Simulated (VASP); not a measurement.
# RbBr (Fm-3m) in VASP: single point with PBE

Aim: the single point of RbBr with PBE.

All numbers are computed with VASP 6.6.1; they aren't measurements. Logs are shortened: lines on timing, memory, paths and dates and some standing lists are left out, and cuts for length are marked.

## Step 1: The undisturbed crystal

Symmetry: Fm-3m, No. 225, cubic system. Conventional cell: a = 6.855 Å, b = 6.855 Å, c = 6.855 Å, α = 90.00°, β = 90.00°, γ = 90.00°. Rb (site symmetry m-3m) has 6 Br at 3.43 Å as nearest neighbours. Br (site symmetry m-3m) is surrounded by 6 Rb at 3.43 Å.

## Step 2: Single point, PBE (volume scaled by 0.98)

Contents of INCAR:

```
SYSTEM = RbBr
PREC = Accurate
ENCUT = 520
EDIFF = 1E-7
ISMEAR = -1
SIGMA = 0.03
LREAL = .False.
LASPH = .True.
NELM = 60
ALGO = Fast
ISIF = 2
LWAVE = .False.
LCHARG = .False.
GGA = PE
NBANDS = 15
```

Contents of KPOINTS:

```
Automatic mesh
0
Gamma
  7 7 7
  0 0 0
```

Contents of POSCAR:

```
RbBr
1.0
    0.0000000000      3.4044959512      3.4044959512
    3.4044959512      0.0000000000      3.4044959512
    3.4044959512      3.4044959512      0.0000000000
Rb Br
1 1
Direct
    0.0000000000      0.0000000000      0.0000000000
    0.5000000000      0.5000000000      0.5000000000
```

Potentials or basis: VASP PAW PBE potentials, release 64 (Rb_sv, Br).

On the command line:

```sh
$ cat potpaw_PBE.64/Rb_sv/POTCAR potpaw_PBE.64/Br/POTCAR > POTCAR
$ mpirun -np 1 vasp_std > vasp.out
```

OUTCAR:

```text
SYSTEM = RbBr
   PREC = Accurate
   ENCUT = 520
   EDIFF = 1E-7
   ISMEAR = -1
   LREAL = .False.
   LASPH = .True.
   NELM = 60
   ISIF = 2
   GGA = PE

 ion  position               nearest neighbor table
   1  0.000  0.000  0.000-   2 3.40   2 3.40   2 3.40   2 3.40   2 3.40   2 3.40
   2  0.500  0.500  0.500-   1 3.40   1 3.40   1 3.40   1 3.40   1 3.40   1 3.40

  LATTYP: Found a face centered cubic cell.
 ALAT       =     6.8089919024

  Lattice vectors:

 A1 = (   0.0000000000,   3.4044959512,   3.4044959512)
 A2 = (   3.4044959512,   0.0000000000,   3.4044959512)
 A3 = (   3.4044959512,   3.4044959512,   0.0000000000)

Analysis of symmetry for initial positions (statically):
=====================================================================
 Subroutine PRICEL returns:
 Original cell was already a primitive cell.

 Routine SETGRP: Setting up the symmetry group for a
 face centered cubic supercell.

 Subroutine GETGRP returns: Found 48 space group operations
 (whereof 48 operations were pure point group operations)
 out of a pool of 48 trial point group operations.

The static configuration has the point symmetry O_h .

Analysis of symmetry for dynamics (positions and initial velocities):
=====================================================================
 Subroutine PRICEL returns:
 Original cell was already a primitive cell.

 Routine SETGRP: Setting up the symmetry group for a
 face centered cubic supercell.

 Subroutine GETGRP returns: Found 48 space group operations
 (whereof 48 operations were pure point group operations)
 out of a pool of 48 trial point group operations.

The dynamic configuration has the point symmetry O_h .

 Subroutine INISYM returns: Found 48 space group operations
 (whereof 48 operations are pure point group operations),
 and found     1 'primitive' translations

----------------------------------------------------------------------------------------

                                     Primitive cell

  volume of cell :      78.9203

  direct lattice vectors                    reciprocal lattice vectors
     0.000000000  3.404495951  3.404495951    -0.146864619  0.146864619  0.146864619
     3.404495951  0.000000000  3.404495951     0.146864619 -0.146864619  0.146864619
     3.404495951  3.404495951  0.000000000     0.146864619  0.146864619 -0.146864619

  length of vectors
     4.814684347  4.814684347  4.814684347     0.254376982  0.254376982  0.254376982

  position of ions in fractional coordinates (direct lattice)
     0.000000000  0.000000000  0.000000000
     0.500000000  0.500000000  0.500000000

  ion indices of the primitive-cell ions
   primitive index   ion index
                 1           1
                 2           2

----------------------------------------------------------------------------------------

 KPOINTS: Automatic mesh

Automatic generation of k-mesh.
 Grid dimensions read from file:
 generate k-points for:    7    7    7

 Generating k-lattice:

  Cartesian coordinates                     Fractional coordinates (reciprocal lattice)
    -0.020980660  0.020980660  0.020980660     0.142857143  0.000000000  0.000000000
     0.020980660 -0.020980660  0.020980660     0.000000000  0.142857143  0.000000000
     0.020980660  0.020980660 -0.020980660     0.000000000  0.000000000  0.142857143

  Length of vectors
     0.036339569  0.036339569  0.036339569

  Shift w.r.t. Gamma in fractional coordinates (k-lattice)
     0.000000000  0.000000000  0.000000000

 Subroutine IBZKPT returns following result:
 ===========================================

 Found     20 irreducible k-points:

 Following reciprocal coordinates:
            Coordinates               Weight
  0.000000  0.000000  0.000000      1.000000
  0.142857  0.000000  0.000000      8.000000
  0.285714  0.000000  0.000000      8.000000
  0.428571  0.000000  0.000000      8.000000
  0.142857  0.142857  0.000000      6.000000
  0.285714  0.142857  0.000000     24.000000
[... 12 lines left out ...]
 -0.428571  0.428571  0.142857     24.000000
 -0.285714  0.428571  0.142857     24.000000
   k-points           NKPTS =     20   k-points in BZ     NKDIM =     20   number of bands    NBANDS=     15
   number of dos      NEDOS =    301   number of ions     NIONS =      2
   total plane-waves  NPLWV =  46656
   dimension x,y,z NGX =    36 NGY =   36 NGZ =   36
   dimension x,y,z NGXF=    72 NGYF=   72 NGZF=   72
   ions per type =               1   1
   NGX,Y,Z   is equivalent  to a cutoff of  12.43, 12.43, 12.43 a.u.
   NGXF,Y,Z  is equivalent  to a cutoff of  24.86, 24.86, 24.86 a.u.
 SYSTEM =  RbBr
   PREC   = accura    normal or accurate (medium, high low for compatibility)
   ISTART =      0    job   : 0-new  1-cont  2-samecut
   ICHARG =      2    charge: 1-file 2-atom 10-const
   ISPIN  =      1    spin polarized calculation?
   LNONCOLLINEAR =      F non collinear calculations
   LSORBIT =      F    spin-orbit coupling
   LASPH  =      T    aspherical Exc in radial PAW
   ENCUT  =  520.0 eV  38.22 Ry    6.18 a.u.   8.95  8.95  8.95*2*pi/ulx,y,z
   NELM   =     60;   NELMIN=  2; NELMDL= -5     # of ELM steps
   EDIFF  = 0.1E-06   stopping-criterion for ELM
   LREAL  =      F    real-space projection
   EDIFFG = 0.1E-05   stopping-criterion for IOM
   NSW    =      0    number of steps for IOM
   IBRION =     -1    ionic relax: 0-MD 1-quasi-New 2-CG
   NFREE  =      0    steps in history (QN), initial steepest desc. (CG)
   ISIF   =      2    stress and relaxation
   ISYM   =      2    0-nonsym 1-usesym 2-fastsym
   POTIM  = 0.5000    time-step for ionic-motion
   TEBEG  =    0.0;   TEEND  =   0.0 temperature during run
   PSTRESS=    0.0 pullay stress
   NELECT =      16.0000    total number of electrons
   NUPDOWN=      -1.0000    fix difference up-down
   EMIN   =  10.00;   EMAX   =-10.00  energy-range for DOS
   EFERMI =   0.00;   METHOD = LEGACY
   ISMEAR =    -1;   SIGMA  =   0.03  broadening in eV -4-tet -1-fermi 0-gaus
   EFERMI_NEDOS =   21; number of points for ismear=-14 and -15
   IALGO  =     68    algorithm
   IMIX   =      4    mixing-type and parameters
     AMIX     =   0.40;   BMIX     =  1.00
     AMIX_MAG =   1.60;   BMIX_MAG =  1.00
  volume/ion in A,a.u.               =      39.46       266.29
  Fermi-wavevector in a.u.,A,eV,Ry     =   0.961727  1.817401 12.584296  0.924920
  Thomas-Fermi vector in A             =   2.091125
   LORBIT       =      0    0 simple, 1 ext, 2 COOP (PROOUT), +10 PAW based schemes
   GGA     = PE    functional components
   LHFCALC =     F    Hartree Fock is set to
   AEXX    =    0.0000 exact exchange contribution
   IVDW    =     0    specifies the selected vdW correction
   LEPSILON=     F    determine dielectric tensor
   LRPA    =     F    only Hartree local field effects (RPA)
 non-spin polarized calculation
 RMM-DIIS sequential band-by-band and
  energy-cutoff  :      520.00
  volume of cell :       78.92
 maximum number of plane-waves:      2141
   NGX = 17   NGY = 17   NGZ = 17

 number of electron      16.0000002 magnetization

 Free energy of the ion-electron system (eV)
  ---------------------------------------------------
  ext. energy  EPLUGINS =         0.00000000
  ---------------------------------------------------
  free energy    TOTEN  =        -6.08552083 eV

  energy without entropy =       -6.08552083  energy(sigma->0) =       -6.08552083

 E-fermi :  -1.0524     XC(G=0):  -7.3122

 val. band max:       -1.6759839552   @ k =   0.0000   0.0000   0.0000
 cond. band min:       2.7373350697   @ k =   0.0000   0.0000   0.0000
 fundamental gap:      4.4133190249
 Fermi energy:        -1.0524325769

 k-point     1 :       0.0000    0.0000    0.0000
  band No.  band energies     occupation
      1     -26.0496      2.00000
      2     -13.8773      2.00000
      3     -10.1281      2.00000
      4     -10.1281      2.00000
      5     -10.1281      2.00000
      6      -1.6760      2.00000
      7      -1.6760      2.00000
      8      -1.6760      2.00000
      9       2.7373      0.00000
     10       5.6079      0.00000
     11       5.6079      0.00000
     12       5.6079      0.00000
     13       6.5102      0.00000
     14       6.5102      0.00000
     15       9.3636      0.00000

 k-point     2 :       0.1429    0.0000    0.0000
  band No.  band energies     occupation
      1     -26.0476      2.00000
      2     -13.8864      2.00000
      3     -10.1296      2.00000
      4     -10.1296      2.00000
      5     -10.1179      2.00000
      6      -1.9190      2.00000
      7      -1.7518      2.00000
      8      -1.7518      2.00000
      9       3.2318      0.00000
     10       5.4974      0.00000
     11       5.8553      0.00000
     12       5.8553      0.00000
     13       6.8224      0.00000
     14       6.8224      0.00000
     15      10.1295      0.00000

 k-point     3 :       0.2857    0.0000    0.0000
  band No.  band energies     occupation
      1     -26.0431      2.00000
      2     -13.9066      2.00000
      3     -10.1329      2.00000
      4     -10.1329      2.00000
      5     -10.0950      2.00000
      6      -2.3642      2.00000
      7      -1.9126      2.00000
      8      -1.9126      2.00000
      9       4.3063      0.00000
     10       5.5436      0.00000
     11       6.5593      0.00000
     12       6.5593      0.00000
     13       7.6506      0.00000
     14       7.6506      0.00000
     15      10.4809      0.00000

 k-point     4 :       0.4286    0.0000    0.0000
  band No.  band energies     occupation
      1     -26.0395      2.00000
      2     -13.9226      2.00000
      3     -10.1355      2.00000
      4     -10.1355      2.00000
      5     -10.0768      2.00000
      6      -2.6599      2.00000
      7      -2.0332      2.00000
      8      -2.0332      2.00000
      9       5.0870      0.00000
     10       5.9989      0.00000
     11       7.5644      0.00000
     12       7.5644      0.00000
     13       8.5053      0.00000
     14       8.5053      0.00000
     15       9.4644      0.00000
[... 235 lines left out ...]
 k-point    18 :      -0.4286    0.2857    0.1429
  band No.  band energies     occupation
      1     -26.0375      2.00000
      2     -13.8813      2.00000
      3     -10.2163      2.00000
      4     -10.1934      2.00000
      5     -10.1085      2.00000
      6      -2.4138      2.00000
      7      -2.0412      2.00000
      8      -1.9813      2.00000
      9       5.2083      0.00000
     10       5.6422      0.00000
     11       7.0161      0.00000
     12       7.6305      0.00000
     13       8.2042      0.00000
     14       8.8345      0.00000
     15       9.4513      0.00000

 k-point    19 :      -0.4286    0.4286    0.1429
  band No.  band energies     occupation
      1     -26.0365      2.00000
      2     -13.8479      2.00000
      3     -10.2767      2.00000
      4     -10.2242      2.00000
      5     -10.1431      2.00000
      6      -2.2019      2.00000
      7      -2.0162      2.00000
      8      -1.9129      2.00000
      9       4.4985      0.00000
     10       5.8311      0.00000
     11       6.8699      0.00000
     12       7.6964      0.00000
     13       8.1111      0.00000
     14       8.9761      0.00000
     15       9.5456      0.00000

 k-point    20 :      -0.2857    0.4286    0.1429
  band No.  band energies     occupation
      1     -26.0362      2.00000
      2     -13.8567      2.00000
      3     -10.2739      2.00000
      4     -10.2306      2.00000
      5     -10.1132      2.00000
      6      -2.2340      2.00000
      7      -2.0533      2.00000
      8      -1.9982      2.00000
      9       5.1241      0.00000
     10       5.8337      0.00000
     11       6.7436      0.00000
     12       7.0831      0.00000
     13       8.7928      0.00000
     14       8.9849      0.00000
     15       9.8249      0.00000

------------------------ aborting loop because EDIFF is reached ----------------------------------------

  FORCE on cell =-STRESS in cart. coord.  units (eV):
  Direction    XX          YY          ZZ          XY          YZ          ZX
  --------------------------------------------------------------------------------------
  -------------------------------------------------------------------------------------
  Total        0.6776192      0.6776192      0.6776192     -0.0000000      0.0000000      0.0000000
  in kB       13.7564962     13.7564962     13.7564962     -0.0000000      0.0000000      0.0000000
  external PRESSURE =      13.7564962 kB  Pullay stress =       0.0000000 kB

 VOLUME and BASIS-vectors are now :
 -----------------------------------------------------------------------------
  energy-cutoff  :      520.00
  volume of cell :       78.92
      direct lattice vectors                 reciprocal lattice vectors
     0.000000000  3.404495951  3.404495951    -0.146864619  0.146864619  0.146864619
     3.404495951  0.000000000  3.404495951     0.146864619 -0.146864619  0.146864619
     3.404495951  3.404495951  0.000000000     0.146864619  0.146864619 -0.146864619

 POSITION                                       TOTAL-FORCE (eV/Angst)
 -----------------------------------------------------------------------------------
      0.00000      0.00000      0.00000        -0.000000     -0.000000     -0.000000
      3.40450      3.40450      3.40450         0.000000      0.000000      0.000000
 -----------------------------------------------------------------------------------
    total drift:                                0.000000      0.000000      0.000000

  FREE ENERGIE OF THE ION-ELECTRON SYSTEM (eV)
  ---------------------------------------------------
  free  energy   TOTEN  =        -6.0855208273 eV

  energy  without entropy=       -6.0855208273  energy(sigma->0) =       -6.08552083
```

Wall time 32 s (1 thread of AMD EPYC 7R43 (Zen 3), shared host); peak memory 0.17 GiB.

Results:

```yaml
Free_energy: -6.0855 eV
Pressure: 1.4 GPa
Band_gap_on_the_k_mesh: 4.41 eV, direct
```

Caveat: an odd mesh through Γ misses points on the zone boundary, where band edges often lie.
